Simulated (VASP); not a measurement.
# AlN (rocksalt), r²SCAN relaxation of cell and atoms: Ansatz's output and VASP's

Start cell

```yaml
crystal:
  lattice:
    - [0.00000, 2.03525, 2.03525]
    - [2.03525, 0.00000, 2.03525]
    - [2.03525, 2.03525, 0.00000]
  atoms:
    - { symbol: Al, position: [0.00000, 0.00000, 0.00000] }
    - { symbol: N, position: [0.50000, 0.50000, 0.50000] }
```

Ansatz printed

```
basis re-selected at this cell: Δ(F+E_penalty+E_count) = +7.013e-5 eV, ΔP = +0.003 GPa vs the last step (what re-selecting the basis moved, of the pressure what is left beyond the Pulay correction that the steps carried, after the strain that the cell walked since its last selection, with what the two solves' SCF thresholds leave and, on support functions, any second-order correction that the steps lacked; it is no measure of the basis error at this ecutwfc). This SCF's stress stands 4.42e-4 GPa from its target on what of the cell is left free (relax.cell.stress_tol is 5.00e-2 GPa) and its largest allowed force component is 1.72e-30 eV/Å (relax.f_tol is 5.00e-3 eV/Å): within both
SCF converged after 4 iterations
Free energy (F): -928.148615 eV
Harris-Foulkes:  -928.148615 eV  (|F-HF|=6.25e-12)
Internal energy: -928.148615 eV  (E = F + TS)
E sigma→0 (E₀):  -928.148615 eV
Fermi energy:    13.857351 eV
--- Per-component energies (eV) ---
  E_band       = 35.442785
  E_kinetic    = 164.346026
  E_local      = -169.595928  (includes V_loc(G=0)·N_el)
  E_nonlocal   = 53.057930
  E_hartree    = 62.830485
  E_xc         = -100.278960
  E_vxc        = -121.240619  (∫ρ·V_xc dr)
  E_paw        = -602.160073  (= ΣΔE_a)
  E_vpaw       = -23.244498  (= ΣTr[D̂ρ^β])
  E_aug_tail   = 0.000018  (compensation charges beyond the density's cutoff)
  E_vtau       = 6.458925  (kinetic-family band-sum trace: ∫τ·v_τ [+ j·A + Jᵃ·Aᵃ] dr)
  E_ewald      = -336.258439
  E_core_change = -0.089673  (= ΣΔE_core)
  E_smearing   = -0.000000  (= −TS)
  E_closure    = 0.000000  (closes the sum)
  Σ components = -928.148615   (vs F -928.148615, Δ=0.00e0)
--- Forces (eV/Å), atoms counted from 1 ---
  atom   1  Al    -0.00000000     0.00000000     0.00000000
  atom   2  N      0.00000000    -0.00000000    -0.00000000
  max |Σ_I F_I| component: 2.88e-30 eV/Å
--- Stress (GPa, compression-positive) ---
       -0.000442       0.000000       0.000000
       -0.000000      -0.000442      -0.000000
        0.000000       0.000000      -0.000442
  P = ⅓ Tr σ = -0.0004 GPa (-0.004 kbar)
--- Relaxed structure (4 steps of the walk, 4 accepted, 1 SCFs on fresh bases) ---
  F+E_penalty+E_count = -928.14861516 eV   max|allowed force component| = 1.717e-30 eV/Å   (the final SCF, on the basis selected at the relaxed cell)
  cell:  # Å, volume = 16.4571 Å³
    - [9.872283313735204e-35, 2.018868453638538, 2.018868453638538]
    - [2.018868453638538, 1.178304782607105e-34, 2.018868453638538]
    - [2.018868453638538, 2.018868453638538, 8.916901057567282e-35]
  atoms:
    - { symbol: Al, position: [2.710714835859773e-36, -2.4642862144193002e-36, -5.175001050276839e-36] }
    - { symbol: N, position: [0.5, 0.5, 0.5] }
```

The two codes use different PAW datasets and cutoffs. VASP's cell holds 8 valence electrons and Ansatz's 8.

Q: What does VASP give for the same cell and level of theory?

A: relaxed cell vector lengths 2.852, 2.852, 2.852 Å; relaxed cell volume 16.41 Å³.

From OUTCAR

```
k-points           NKPTS =     47   k-points in BZ     NKDIM =     47   number of bands    NBANDS=     11

   NELECT =       8.0000    total number of electrons

   dimension x,y,z NGX =    24 NGY =   24 NGZ =   24
   dimension x,y,z NGXF=    48 NGYF=   48 NGZF=   48

  energy-cutoff  :      600.00
  volume of cell :       16.41
      direct lattice vectors                 reciprocal lattice vectors
     0.000000000  2.017011764  2.017011764    -0.247891464  0.247891464  0.247891464
     2.017011764  0.000000000  2.017011764     0.247891464 -0.247891464  0.247891464
     2.017011764  2.017011764  0.000000000     0.247891464  0.247891464 -0.247891464

 k-points in reciprocal lattice and weights: KPOINTS created by Atomic Simulation Env
   0.00000000  0.00000000  0.00000000       0.001
   0.10000000  0.00000000  0.00000000       0.008
   0.20000000  0.00000000  0.00000000       0.008
   0.30000000  0.00000000  0.00000000       0.008
   0.40000000  0.00000000  0.00000000       0.008
   0.50000000  0.00000000  0.00000000       0.004
   0.10000000  0.10000000  0.00000000       0.006
   0.20000000  0.10000000  0.00000000       0.024
   ...

 E-fermi :  10.2964

 k-point     1 :       0.0000    0.0000    0.0000
  band No.  band energies     occupation
      1      -8.6025      2.00000
      2       9.8620      2.00000
      3       9.8620      2.00000
      4       9.8620      2.00000
      5      16.4830      0.00000
      6      22.7977      0.00000
      7      22.7977      0.00000
      8      22.7977      0.00000
      9      28.4927      0.00000
     10      28.4927      0.00000
     11      28.6042      0.00000

 k-point     2 :       0.1000    0.0000    0.0000
  band No.  band energies     occupation
      1      -8.3924      2.00000
      2       8.8311      2.00000
      3       9.7297      2.00000
      4       9.7297      2.00000
      5      17.1105      0.00000
      6      21.9752      0.00000
      7      23.1249      0.00000
      8      23.1249      0.00000
      9      27.1404      0.00000
     10      27.1404      0.00000
     11      29.6977      0.00000

 k-point     3 :       0.2000    0.0000    0.0000
  band No.  band energies     occupation
      1      -7.7833      2.00000
      2       6.6252      2.00000
      3       9.4081      2.00000
      4       9.4081      2.00000
      5      17.7255      0.00000
      6      21.6244      0.00000
      7      23.4022      0.00000
      8      23.4022      0.00000
      9      26.5404      0.00000
     10      26.5404      0.00000
     11      29.0522      0.00000

 k-point     4 :       0.3000    0.0000    0.0000
  band No.  band energies     occupation
      1      -6.8570      2.00000
      2       4.2236      2.00000
      3       9.0511      2.00000
      4       9.0511      2.00000
      5      17.3944      0.00000
      6      22.7274      0.00000
      7      22.7274      0.00000
      8      22.7766      0.00000
      9      28.0866      0.00000
     10      28.0866      0.00000
     11      28.1681      0.00000

 k-point     5 :       0.4000    0.0000    0.0000
  band No.  band energies     occupation
      1      -5.8454      2.00000
      2       2.2284      2.00000
      3       8.7881      2.00000
      4       8.7881      2.00000
      5      16.9723      0.00000
      6      22.0662      0.00000
      7      22.0662      0.00000
      8      24.0853      0.00000
      9      27.5788      0.00000
     10      30.4780      0.00000
     11      30.4780      0.00000

 k-point     6 :       0.5000    0.0000    0.0000
  band No.  band energies     occupation
      1      -5.3340      2.00000
      2       1.3749      2.00000
      3       8.6928      2.00000
      4       8.6928      2.00000
      5      16.8174      0.00000
      6      21.8262      0.00000
      7      21.8262      0.00000
      8      24.6053      0.00000
      9      27.4198      0.00000
     10      31.9539      0.00000
     11      31.9539      0.00000

 k-point     7 :       0.1000    0.1000    0.0000
  band No.  band energies     occupation
      1      -8.3229      2.00000
      2       8.9111      2.00000
      3       9.4794      2.00000
      4       9.4794      2.00000
      5      17.3789      0.00000
      6      21.2787      0.00000
      7      23.4850      0.00000
      8      23.4850      0.00000
      9      25.4452      0.00000
     10      28.8288      0.00000
     11      30.8806      0.00000

 k-point     8 :       0.2000    0.1000    0.0000
  band No.  band energies     occupation
      1      -7.8480      2.00000
      2       7.2712      2.00000
      3       9.0851      2.00000
      4       9.2178      2.00000
      5      18.1999      0.00000
      6      20.4864      0.00000
      7      23.2936      0.00000
      8      24.0585      0.00000
      9      24.9075      0.00000
     10      28.3615      0.00000
     11      30.5982      0.00000

 ...

  Total        0.0089512      0.0089512      0.0089512      0.0000000     -0.0000000      0.0000000
  in kB        0.8738502      0.8738502      0.8738502      0.0000000     -0.0000000      0.0000000
  external PRESSURE =       0.8738502 kB  Pullay stress =       0.0000000 kB

 POSITION                                       TOTAL-FORCE (eV/Angst)
 -----------------------------------------------------------------------------------
      0.00000      0.00000      0.00000         0.000000      0.000000     -0.000000
      2.01701      2.01701      2.01701        -0.000000     -0.000000      0.000000
 -----------------------------------------------------------------------------------
    total drift:                               -0.000000     -0.000000      0.000000

  FREE ENERGIE OF THE ION-ELECTRON SYSTEM (eV)
  ---------------------------------------------------
  free  energy   TOTEN  =       -18.8972102889 eV

  energy  without entropy=      -18.8972102889  energy(sigma->0) =      -18.89721029
```
